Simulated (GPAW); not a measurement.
# Does Ga15NiN16 (GaN32 Ni1) carry moments in GPAW?

Wanted: the moments of Ga15NiN16 (GaN32 Ni1) and the energy gained by spin polarisation.

Main program and level: GPAW 26.7.0; PBE; plane waves with GPAW's PAW setups, scalar-relativistic.

## 1. Set-up

It takes space group P3m1 (No. 156, trigonal). Conventional cell: a = 6.378 Å, b = 6.378 Å, c = 10.370 Å, α = 90.00°, β = 90.00°, γ = 120.00°. Nearest to Ni lie 4 N at 1.95 Å. Nearest to N lie 1 Ni at 1.95 Å and 3 Ga at 1.95 Å. Nearest to Ga lie 4 N at 1.95 Å. N has 4 Ga at 1.95 Å nearest. Nearest to N lie 4 Ga at 1.95 Å. Farther neighbours, and contacts between anions beyond the nearest, are not listed.

The cell is a made-up one and need not be a known phase.

## 2. Order 1, typed as ferro +

Parallel moments need no larger cell; this start tests for a ferromagnetic state only.

Contents of order1.py:

```python
import json
import numpy as np
from ase import Atoms
from ase.parallel import paropen, parprint
from gpaw import GPAW

atoms = Atoms(['Ni', 'N', 'Ga', 'N', 'Ga', 'N', 'Ga', 'N', 'Ga', 'N', 'Ga', 'N', 'Ga', 'N', 'Ga', 'N', 'Ga', 'N', 'Ga', 'N', 'Ga', 'N', 'Ga', 'N', 'Ga', 'N', 'Ga', 'N', 'Ga', 'N', 'Ga', 'N'],
    cell=[[6.378, 0.0, 0.0],
         [-3.189, 5.52351, 0.0],
         [0.0, 0.0, 10.37]],
    scaled_positions=[[0.0, 0.0, 0.0],
         [0.166667, 0.333333, 0.0615],
         [0.166667, 0.333333, 0.25],
         [0.0, 0.0, 0.3115],
         [0.0, 0.0, 0.5],
         [0.166667, 0.333333, 0.5615],
         [0.166667, 0.333333, 0.75],
         [0.0, 0.0, 0.8115],
         [0.0, 0.5, 0.0],
         [0.166667, 0.833333, 0.0615],
         [0.166667, 0.833333, 0.25],
         [0.0, 0.5, 0.3115],
         [0.0, 0.5, 0.5],
         [0.166667, 0.833333, 0.5615],
         [0.166667, 0.833333, 0.75],
         [0.0, 0.5, 0.8115],
         [0.5, 0.0, 0.0],
         [0.666667, 0.333333, 0.0615],
         [0.666667, 0.333333, 0.25],
         [0.5, 0.0, 0.3115],
         [0.5, 0.0, 0.5],
         [0.666667, 0.333333, 0.5615],
         [0.666667, 0.333333, 0.75],
         [0.5, 0.0, 0.8115],
         [0.5, 0.5, 0.0],
         [0.666667, 0.833333, 0.0615],
         [0.666667, 0.833333, 0.25],
         [0.5, 0.5, 0.3115],
         [0.5, 0.5, 0.5],
         [0.666667, 0.833333, 0.5615],
         [0.666667, 0.833333, 0.75],
         [0.5, 0.5, 0.8115]],
    pbc=True,
    magmoms=[2.0, 0.0, 0.0, 0.0, 0.0, 0.0, 0.0, 0.0, 0.0, 0.0, 0.0, 0.0, 0.0, 0.0, 0.0, 0.0, 0.0, 0.0, 0.0, 0.0, 0.0, 0.0, 0.0, 0.0, 0.0, 0.0, 0.0, 0.0, 0.0, 0.0, 0.0, 0.0])
atoms.calc = GPAW(mode={'name': 'pw', 'ecut': 600},
    xc='PBE',
    kpts={'size': (5, 5, 3), 'gamma': True},
    occupations={'name': 'fermi-dirac', 'width': 0.05},
    convergence={'density': 1e-05, 'energy': 1e-05},
    maxiter=200,
    mixer={'name': 'pulay', 'beta': 0.05, 'nmaxold': 6, 'weight': 50},
    symmetry={'tolerance': 1e-4},
    txt='order1.txt')
e = atoms.get_potential_energy(force_consistent=True)
res = {'free_energy': e, 'energy_sigma0': atoms.get_potential_energy(), 'fermi_energy': atoms.calc.get_fermi_level()}
res['moments'] = atoms.get_magnetic_moments().tolist()
res['total'] = atoms.get_magnetic_moment()
parprint('site moments (muB):', np.round(res['moments'], 3))
parprint(f"total moment: {res['total']:.3f} muB")
parprint(f'free energy: {e:.6f} eV')
atoms.calc.write('order1.gpw')
with paropen('results.json', 'w') as f:
    json.dump(res, f)
```

Started as:

```
> OMP_NUM_THREADS=1 mpirun -n 4 gpaw python order1.py > order1.log
```

Standard output:

```text
site moments (muB): [ 1.70e+00  1.04e-01  4.00e-03  2.00e-03 -1.00e-03  6.00e-03  4.00e-03
  9.10e-02  8.00e-03  1.04e-01  4.00e-03  7.00e-03  2.00e-03  6.00e-03
  4.00e-03 -0.00e+00  8.00e-03  1.00e-03  0.00e+00  7.00e-03  2.00e-03
  3.00e-03  0.00e+00 -0.00e+00  8.00e-03  1.04e-01  4.00e-03  7.00e-03
  2.00e-03  6.00e-03  4.00e-03 -0.00e+00]
total moment: 2.974 muB
free energy: -192.128274 eV

--- order1.txt ---
Input parameters:
  mode=PW(ecut=600),
  convergence={'density': 1e-05, 'energy': 1e-05},
  kpts=MonkhorstPack(size=(5, 5, 3), gamma=True),
  maxiter=200,
  mixer=Pulay(name='pulay', nmaxold=6, beta=0.05, weight=50, sigma=0.015, g_ss=None),
  occupations=Occupations(name='fermi-dirac', width=0.05),
  symmetry=Symmetry(tolerance=0.0001),
  xc=XC(name='PBE')

Diagonalizing LCAO Hamiltonian
Converting LCAO to pw mode

          Ga      Ga
         N       N
           NGa     NGa
          N       N
            N       N
         Ga      Ga
           Ga      Ga
         NGa     NGa
            Ga      Ga
          NN      NN

         Ga N    Ga N
           Ni      Ga

Atoms  # Å, Bohr magnetons
|    | symbol |         x |        y |        z |    initial magnetic moments |
|----|--------|-----------|----------|----------|-----------------------------|
|  0 |     Ni |  0.000000 | 0.000000 | 0.000000 | ( 0.0000,  0.0000,  2.0000) |
|  1 |      N |  0.000003 | 1.841168 | 0.637755 | ( 0.0000,  0.0000,  0.0000) |
|  2 |     Ga |  0.000003 | 1.841168 | 2.592500 | ( 0.0000,  0.0000,  0.0000) |
|  3 |      N |  0.000000 | 0.000000 | 3.230255 | ( 0.0000,  0.0000,  0.0000) |
|  4 |     Ga |  0.000000 | 0.000000 | 5.185000 | ( 0.0000,  0.0000,  0.0000) |
|  5 |      N |  0.000003 | 1.841168 | 5.822755 | ( 0.0000,  0.0000,  0.0000) |
|  6 |     Ga |  0.000003 | 1.841168 | 7.777500 | ( 0.0000,  0.0000,  0.0000) |
|  7 |      N |  0.000000 | 0.000000 | 8.415255 | ( 0.0000,  0.0000,  0.0000) |
|  8 |     Ga | -1.594500 | 2.761755 | 0.000000 | ( 0.0000,  0.0000,  0.0000) |
|  9 |      N | -1.594497 | 4.602923 | 0.637755 | ( 0.0000,  0.0000,  0.0000) |
| 10 |     Ga | -1.594497 | 4.602923 | 2.592500 | ( 0.0000,  0.0000,  0.0000) |
| 11 |      N | -1.594500 | 2.761755 | 3.230255 | ( 0.0000,  0.0000,  0.0000) |
| 12 |     Ga | -1.594500 | 2.761755 | 5.185000 | ( 0.0000,  0.0000,  0.0000) |
| 13 |      N | -1.594497 | 4.602923 | 5.822755 | ( 0.0000,  0.0000,  0.0000) |
| 14 |     Ga | -1.594497 | 4.602923 | 7.777500 | ( 0.0000,  0.0000,  0.0000) |
| 15 |      N | -1.594500 | 2.761755 | 8.415255 | ( 0.0000,  0.0000,  0.0000) |
| 16 |     Ga |  3.189000 | 0.000000 | 0.000000 | ( 0.0000,  0.0000,  0.0000) |
| 17 |      N |  3.189003 | 1.841168 | 0.637755 | ( 0.0000,  0.0000,  0.0000) |
| 18 |     Ga |  3.189003 | 1.841168 | 2.592500 | ( 0.0000,  0.0000,  0.0000) |
| 19 |      N |  3.189000 | 0.000000 | 3.230255 | ( 0.0000,  0.0000,  0.0000) |
| 20 |     Ga |  3.189000 | 0.000000 | 5.185000 | ( 0.0000,  0.0000,  0.0000) |
| 21 |      N |  3.189003 | 1.841168 | 5.822755 | ( 0.0000,  0.0000,  0.0000) |
| 22 |     Ga |  3.189003 | 1.841168 | 7.777500 | ( 0.0000,  0.0000,  0.0000) |
| 23 |      N |  3.189000 | 0.000000 | 8.415255 | ( 0.0000,  0.0000,  0.0000) |
| 24 |     Ga |  1.594500 | 2.761755 | 0.000000 | ( 0.0000,  0.0000,  0.0000) |
| 25 |      N |  1.594503 | 4.602923 | 0.637755 | ( 0.0000,  0.0000,  0.0000) |
| 26 |     Ga |  1.594503 | 4.602923 | 2.592500 | ( 0.0000,  0.0000,  0.0000) |
| 27 |      N |  1.594500 | 2.761755 | 3.230255 | ( 0.0000,  0.0000,  0.0000) |
| 28 |     Ga |  1.594500 | 2.761755 | 5.185000 | ( 0.0000,  0.0000,  0.0000) |
| 29 |      N |  1.594503 | 4.602923 | 5.822755 | ( 0.0000,  0.0000,  0.0000) |
| 30 |     Ga |  1.594503 | 4.602923 | 7.777500 | ( 0.0000,  0.0000,  0.0000) |
| 31 |      N |  1.594500 | 2.761755 | 8.415255 | ( 0.0000,  0.0000,  0.0000) |

Unit cell  # Å
| periodic |         x |        y |         z |   lengths |     angles |
|----------|-----------|----------|-----------|-----------|------------|
|      yes |  6.378000 | 0.000000 |  0.000000 |  6.378000 |  90.000000 |
|      yes | -3.189000 | 5.523510 |  0.000000 |  6.378000 |  90.000000 |
|      yes |  0.000000 | 0.000000 | 10.370000 | 10.370000 | 120.000000 |

Number of symmetries: 6

BZ-sampling:
  Number of BZ points: 75
  Number of IBZ points: 12

  Monkhorst-Pack size: [5, 5, 3]
  Monkhorst-Pack shift: [0, 0, 0]

K-points  # in reciprocal-cell coordinates
|     |                                coordinates |     weight |
|-----|--------------------------------------------|------------|
|   0 | (  0.00000000,   0.00000000,   0.00000000) | 0.01333333 |
|   1 | (  0.00000000,   0.00000000,   0.33333333) | 0.02666667 |
|   2 | (  0.20000000,   0.00000000,  -0.33333333) | 0.08000000 |
|   3 | (  0.20000000,   0.00000000,   0.00000000) | 0.08000000 |
|   4 | (  0.20000000,   0.00000000,   0.33333333) | 0.08000000 |
|   5 | (  0.40000000,  -0.20000000,   0.00000000) | 0.08000000 |
|   6 | (  0.40000000,  -0.20000000,   0.33333333) | 0.16000000 |
|   7 | (  0.40000000,   0.00000000,  -0.33333333) | 0.08000000 |
|   8 | (  0.40000000,   0.00000000,   0.00000000) | 0.08000000 |
|   9 | (  0.40000000,   0.00000000,   0.33333333) | 0.08000000 |
| ... |                                            |            |
|  11 | (  0.40000000,   0.40000000,   0.33333333) | 0.16000000 |

Plane wave coefficients: 12263
Cutoff: 600.0 eV

Spin-components: 2 (collinear spins)
Bands:           90
Projectors:      161
Spin-degeneracy: 1
Datatype:        complex128

Parallelization:
  kpt:    4
  domain: 1
  band:   1

Density:
  Valence electrons: 141.0
  Components: 2
  Grid points: [40 40 60]
  Charge: 0.0  # |e|

Potential:
  Grid points: [40 40 60]

species:
  Ni:
    name:    Nickel
    Z:       28.0
    valence: 16
    core:    12
    charge:  0.0  # [|e|]
    compensation charges:
      type: gauss
      rc: 0.36  # [Å]
      lmax: 2
    cutoffs:
      filter: 2.14  # [Å]
      core: 1.98  # [Å]
    projectors
    | kind |    occ | energy [eV] | rcut [Å] |
    |------|--------|-------------|----------|
    |   4s |  2.000 |      -5.642 |    1.164 |
    |   3p |  6.000 |     -71.394 |    1.207 |
    |   4p |  0.000 |      -1.226 |    1.207 |
    |   3d |  8.000 |      -8.875 |    1.138 |
    |    s |        |      21.570 |    1.164 |
    |    d |        |      18.337 |    1.138 |

    Using partial waves for Ni as LCAO basis

  N:
    name:    Nitrogen
    Z:       7.0
    valence: 5
    core:    2
    charge:  0.0  # [|e|]
    compensation charges:
      type: gauss
      rc: 0.18  # [Å]
      lmax: 2
    cutoffs:
      filter: 1.11  # [Å]
      core: 0.96  # [Å]
    projectors
    | kind |    occ | energy [eV] | rcut [Å] |
    |------|--------|-------------|----------|
    |   2s |  2.000 |     -18.583 |    0.603 |
    |   2p |  3.000 |      -7.089 |    0.529 |
    |    s |        |       8.629 |    0.603 |
    |    p |        |      20.123 |    0.529 |
    |    d |        |       0.000 |    0.577 |

    Using partial waves for N as LCAO basis

  Ga:
    name:    Gallium
    Z:       31.0
    valence: 3
    core:    28
    charge:  0.0  # [|e|]
    compensation charges:
      type: gauss
      rc: 0.37  # [Å]
      lmax: 2
    cutoffs:
      filter: 2.06  # [Å]
      core: 4.17  # [Å]
    projectors
    | kind |    occ | energy [eV] | rcut [Å] |
    |------|--------|-------------|----------|
    |   4s |  2.000 |      -8.945 |    1.164 |
    |   4p |  1.000 |      -2.580 |    1.164 |
    |    s |        |      18.266 |    1.164 |
    |    p |        |      24.631 |    1.164 |
    |    d |        |       0.000 |    1.164 |

    Using partial waves for Ga as LCAO basis

Reference energy: -858345.615449  # eV

eigensolver:
  PPCG
  Converge bands: occupied
  niter=2

density mixing:
  Pulay-Mixer
  Linear mixing parameters: 0.05
  Old densities: 6
  Fourier metric: weight=50, sigma=0.015

occupation numbers:
  Fermi-Dirac:
    width: 0.0500  # eV

poisson solver:
  ecut: 4800.0  # eV

xc functional:
  name: PBE with 2 nearest neighbor stencil

convergence criteria:
- Maximum integral of absolute [dens]ity change: 1e-05 electrons / valence electron
- Maximum [total energy] change in last 3 cyles: 1e-05 eV / valence electron
- Maximum integral of absolute [eigenst]ate change: 4e-08 eV^2 / valence electron
maximum number of iterations: 200

SCF iterations
|iter     |      energy | eigst |  dens |  magmom |
|---------|-------------|-------|-------|---------|
|iter:   1|       0s | -219.048272 | +0.20 |       |  +2.0024|
|iter:   2|      11s | -211.549465 | -0.97 | -0.60 |  +2.0523|
|iter:   3|      22s | -193.343886 | +0.20 | -0.65 |  +2.3382|
|iter:   4|      33s | -198.371180 | -0.75 | -1.04 |  +2.4512|
|iter:   5|      44s | -192.753066 | -1.20 | -1.01 |  +2.3528|
|iter:   6|      55s | -197.044258 | -0.61 | -1.11 |  +2.2084|
|iter:   7|      66s | -198.108414 | -1.29 | -1.09 |  +2.2081|
|iter:   8|      78s | -192.070467 | -0.76 | -1.06 |  +2.2753|
|iter:   9|      89s | -193.540088 | -1.04 | -1.25 |  +2.3247|
|iter:  10|     100s | -192.358435 | -1.56 | -1.19 |  +2.3120|
[... 21 iterations left out ...]
|iter:  32|     343s | -192.125494c| -6.67 | -4.19 |  +2.9727|
|iter:  33|     351s | -192.125501c| -7.59c| -4.40 |  +2.9731|
|iter:  34|     357s | -192.125504c| -7.75c| -4.49 |  +2.9733|
|iter:  35|     363s | -192.125509c| -7.56c| -4.56 |  +2.9736|
|iter:  36|     369s | -192.125508c| -7.63c| -4.79 |  +2.9736|
|iter:  37|     375s | -192.125510c| -8.00c| -4.77 |  +2.9736|
|iter:  38|     381s | -192.125510c| -8.02c| -4.87 |  +2.9737|
|iter:  39|     387s | -192.125510c| -8.46c| -4.93 |  +2.9737|
|iter:  40|     393s | -192.125511c| -8.50c| -4.96 |  +2.9737|
|iter:  41|     399s | -192.125513c| -8.24c| -5.01c|  +2.9738|

Converged in 41 steps
Energy contributions relative to reference atoms: (reference = -858345.615449)

Energy contributions:
  Kinetic:         508.777655
  Coulomb:        -442.172959
  Zero:              0.916895
  External:          0.000000
  Xc:             -259.644343
  Entropy:          -0.005523
  Spinorbit:         0.000000
  ----------------------------
  Free energy:    -192.128274
  Extrapolated:   -192.125513

dipole moment: (-79.197340, -98.493809, -112.408692)  # |e|*Ang

Total magnetic moment: (0.000000, 0.000000, 2.973820)

Local magnetic moments
|        x |        y |         z |
|----------|----------|-----------|
| 0.000000 | 0.000000 |  1.700376 |  # Ni   0
| 0.000000 | 0.000000 |  0.103748 |  # N    1
| 0.000000 | 0.000000 |  0.003577 |  # Ga   2
| 0.000000 | 0.000000 |  0.002079 |  # N    3
| 0.000000 | 0.000000 | -0.000783 |  # Ga   4
| 0.000000 | 0.000000 |  0.006266 |  # N    5
| 0.000000 | 0.000000 |  0.004472 |  # Ga   6
| 0.000000 | 0.000000 |  0.090955 |  # N    7
| 0.000000 | 0.000000 |  0.008071 |  # Ga   8
| 0.000000 | 0.000000 |  0.103748 |  # N    9
| 0.000000 | 0.000000 |  0.003577 |  # Ga  10
| 0.000000 | 0.000000 |  0.007427 |  # N   11
| 0.000000 | 0.000000 |  0.001562 |  # Ga  12
| 0.000000 | 0.000000 |  0.006266 |  # N   13
| 0.000000 | 0.000000 |  0.004472 |  # Ga  14
| 0.000000 | 0.000000 | -0.000007 |  # N   15
[...]
| 0.000000 | 0.000000 |  0.000357 |  # Ga  22
| 0.000000 | 0.000000 | -0.000007 |  # N   23
| 0.000000 | 0.000000 |  0.008071 |  # Ga  24
| 0.000000 | 0.000000 |  0.103748 |  # N   25
| 0.000000 | 0.000000 |  0.003577 |  # Ga  26
| 0.000000 | 0.000000 |  0.007427 |  # N   27
| 0.000000 | 0.000000 |  0.001562 |  # Ga  28
| 0.000000 | 0.000000 |  0.006266 |  # N   29
| 0.000000 | 0.000000 |  0.004472 |  # Ga  30
| 0.000000 | 0.000000 | -0.000007 |  # N   31

Fermi level: 6.996
Eigenvalues  # (at kpt = [0.000, 0.000, 0.000])
| band index |      eig [eV] | occ [0-1] |      eig [eV] | occ [0-1] |
|------------|---------------|-----------|---------------|-----------|
|          0 |       -58.590 |     1.000 |       -56.559 |     1.000 |
|        ... |               |           |               |           |
|         63 |         5.617 |     1.000 |         5.772 |     1.000 |
|         64 |         5.617 |     1.000 |         5.964 |     1.000 |
|         65 |         5.884 |     1.000 |         6.150 |     1.000 |
|         66 |         5.884 |     1.000 |         6.152 |     1.000 |
|         67 |         6.126 |     1.000 |         6.249 |     1.000 |
|         68 |         6.126 |     1.000 |         6.249 |     1.000 |
|         69 |         6.646 |     0.999 |         7.648 |     0.000 |
|         70 |         6.898 |     0.875 |         8.060 |     0.000 |
|         71 |         6.898 |     0.875 |         8.063 |     0.000 |
|         72 |         8.421 |     0.000 |         8.478 |     0.000 |
|         73 |        10.665 |     0.000 |        10.693 |     0.000 |
|         74 |        10.707 |     0.000 |        10.742 |     0.000 |
|         75 |        10.797 |     0.000 |        10.825 |     0.000 |
|         76 |        10.857 |     0.000 |        10.871 |     0.000 |
|         77 |        10.857 |     0.000 |        10.871 |     0.000 |
|        ... |               |           |               |           |
|         89 |        12.625 |     0.000 |        12.714 |     0.000 |

Gap: 0.240 eV
Transition (v -> c):
  (s=0, k=0, n=71, [0.00, 0.00, 0.00]) -> (s=1, k=8, n=69, [0.40, 0.00, 0.00])
Direct/indirect transitions are different
Direct gap: 0.519 eV
Transition at: (s=0->1, k=8, n=71, [0.40, 0.00, 0.00])
```

It took 7.1 min on 4 MPI ranks of AMD EPYC 7B13 (Zen 3), shared host; peak memory 2.3 GiB.

Spin moment in the augmentation sphere by element, in μB:

| element | atoms | mean | spread (r.m.s.) | least | largest |
| --- | --- | --- | --- | --- | --- |
| Ni | 1 | 1.70 | 0.00 | 1.70 | 1.70 |
| N | 16 | 0.03 | 0.04 | 0.00 | 0.10 |
| Ga | 15 | 0.00 | 0.00 | 0.00 | 0.01 |

The atoms farthest from the mean of their element:

```csv
atom,"x, y, z (Å)",spin moment in the augmentation sphere (μB)
N2,"0.00, 1.84, 0.64",0.10
N10,"-1.59, 4.60, 0.64",0.10
N26,"1.59, 4.60, 0.64",0.10
N8,"0.00, 0.00, 8.42",0.09
N24,"3.19, 0.00, 8.42",0.00
N32,"1.59, 2.76, 8.42",0.00
N16,"-1.59, 2.76, 8.42",0.00
N18,"3.19, 1.84, 0.64",0.00
```

This step gave:

| Item | Value |
| --- | --- |
| magnetization | 2.974 μB |
| final state | ferromagnetic |

After 41 cycles the largest moment stands at 1.70 μB.

[end of part 1 of 2]

[Long decimals in the printed logs are rounded to 6 places.]

[Logs and program files are shortened in this print: banners, set-up blocks, solver, clock and traceback lines can be left out without a mark of their own.]

[Logs are printed without paths, hosts, clocks, repeated set-up lines and the standing remarks that a program may print on its own settings, such as how far it seeks lower states.]

[Hosts, paths, dates, database ids (printed as entryN), source tags and the programs' standing remarks are cut or masked in the printed files.]

[Where the starting crystal was built by hand or by swapping elements, it need not be the compound's stable phase.]

[Where a cell is said to come from a database of computed structures, the database is the Materials Project.]

[Runs that the program refused, that were killed for memory or that had too few empty states are not shown or counted.]

[Lattice constants of own cells that a recipe calls measured were typed without a cited source.]
